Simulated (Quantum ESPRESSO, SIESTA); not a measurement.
This is a calculation of SnO2 (Cassiterite) for SIESTA 5.4.2. 

Contents of SnO2.fdf:

```
SystemName                      Cassiterite
SystemLabel                     SnO2
NumberOfSpecies                 2
NumberOfAtoms                   6
%block ChemicalSpeciesLabel
  1  50 Sn
  2   8 O
%endblock ChemicalSpeciesLabel
%include structure.fdf

%block kgrid.MonkhorstPack
    6   0   0  0.0
    0   6   0  0.0
    0   0   8  0.0
%endblock kgrid.MonkhorstPack
XC.Functional                   GGA
XC.Authors                      PBE
PAO.BasisSize                   DZP
PAO.EnergyShift                 0.003 Ry
Mesh.Cutoff                     800 Ry
OccupationFunction              FD
ElectronicTemperature           0.05 eV
MaxSCFIterations                120
SCF.MustConverge                false
SCF.Mixer.Method                Pulay
SCF.Mixer.Weight                0.25
SCF.Mixer.History               8
SCF.DM.Tolerance                5.0e-05
SCF.H.Tolerance                 1.0e-03 eV
WriteForces                     true
Charge.Mulliken                 end
%block PAO.Basis
  Sn 4
  n=5 0 2
    6.432 0.000
  n=5 1 2
    8.686 0.000
  n=4 2 2
    3.759 0.000
  n=5 2 1
    8.686
%endblock PAO.Basis
```

structure.fdf

```
LatticeConstant                 1.0 Ang
%block LatticeVectors
     4.7380000000     0.0000000000     0.0000000000
     0.0000000000     4.7380000000     0.0000000000
     0.0000000000     0.0000000000     3.1865000000
%endblock LatticeVectors
AtomicCoordinatesFormat         Fractional
%block AtomicCoordinatesAndAtomicSpecies
     0.5000000000     0.5000000000     0.5000000000  1  Sn
     0.0000000000     0.0000000000     0.0000000000  1  Sn
     0.8071000000     0.1929000000     0.5000000000  2  O
     0.6929000000     0.6929000000     0.0000000000  2  O
     0.1929000000     0.8071000000     0.5000000000  2  O
     0.3071000000     0.3071000000     0.0000000000  2  O
%endblock AtomicCoordinatesAndAtomicSpecies
```

Potentials or basis: PseudoDojo 0.5 standard (PBE files), converted to PSML, two zetas on semicore shells, DZP (energy shift 0.003 Ry; two zetas on semicore shells).

The run is started by

```sh
$ siesta SnO2.fdf > SnO2.out 2>&1
```

Q: Set up the same calculation for Quantum ESPRESSO 7.5 (ASE script). Potentials or basis there: SSSP 1.3 efficiency PBE, cutoff 816 eV.

A: As run (cutoffs and basis follow the program's own potentials, and thresholds, step limits or extra output files can differ):

The input run.py:

```python
import numpy as np
from ase.calculators.espresso import Espresso, EspressoProfile
from ase import Atoms

atoms = Atoms(['Sn', 'Sn', 'O', 'O', 'O', 'O'],
              cell=[[4.738, 0.0, 0.0], [0.0, 4.738, 0.0], [0.0, 0.0, 3.1865]],
              scaled_positions=[[0.5, 0.5, 0.5], [0.0, 0.0, 0.0], [0.8071, 0.1929, 0.5], [0.6929, 0.6929, 0.0], [0.1929, 0.8071, 0.5], [0.3071, 0.3071, 0.0]],
              pbc=True)

input_data = {
    'control': {'calculation': 'scf', 'prefix': 'pwscf', 'outdir': './tmp', 'tprnfor': True, 'tstress': True, 'disk_io': 'nowf'},
    'system': {'ecutwfc': 60.0, 'ecutrho': 480.0, 'nbnd': 36, 'occupations': 'smearing', 'smearing': 'fd', 'degauss': 0.00367493},
    'electrons': {'conv_thr': 1.2e-09, 'electron_maxstep': 120, 'mixing_beta': 0.5},
}
pseudopotentials = {'O': 'O.pbe-n-kjpaw_psl.0.1.UPF', 'Sn': 'Sn_pbe_v1.uspp.F.UPF'}
profile = EspressoProfile(command='mpirun -n 2 pw.x -nk 2', pseudo_dir='pseudo')
dft = Espresso(profile=profile, input_data=input_data, pseudopotentials=pseudopotentials, kpts=(6, 6, 8), koffset=(0, 0, 0))
atoms.calc = dft

print(f'energy {atoms.get_potential_energy():.8f} eV')
print('forces (eV/A)')
print(np.round(atoms.get_forces(), 6))
print('stress (eV/A^3, Voigt)')
print(np.round(atoms.get_stress(), 8))
print(f'Fermi level {dft.get_fermi_level():.4f} eV')
```

Potentials or basis: SSSP 1.3 efficiency PBE.

Launch:

```sh
$ OMP_NUM_THREADS=1 python run.py
```

Both were run:

|  | SIESTA | Quantum ESPRESSO |
| --- | --- | --- |
| Pressure | 17.8 GPa | 11.6 GPa |
| Largest force | 0.291 eV/Å | 0.285 eV/Å |

The two runs disagree by more than potentials and bases usually give (in gap, levels, pressure or energy); the cause wasn't traced.

The cell lies far from this level's equilibrium.

Pressure is positive in compression.
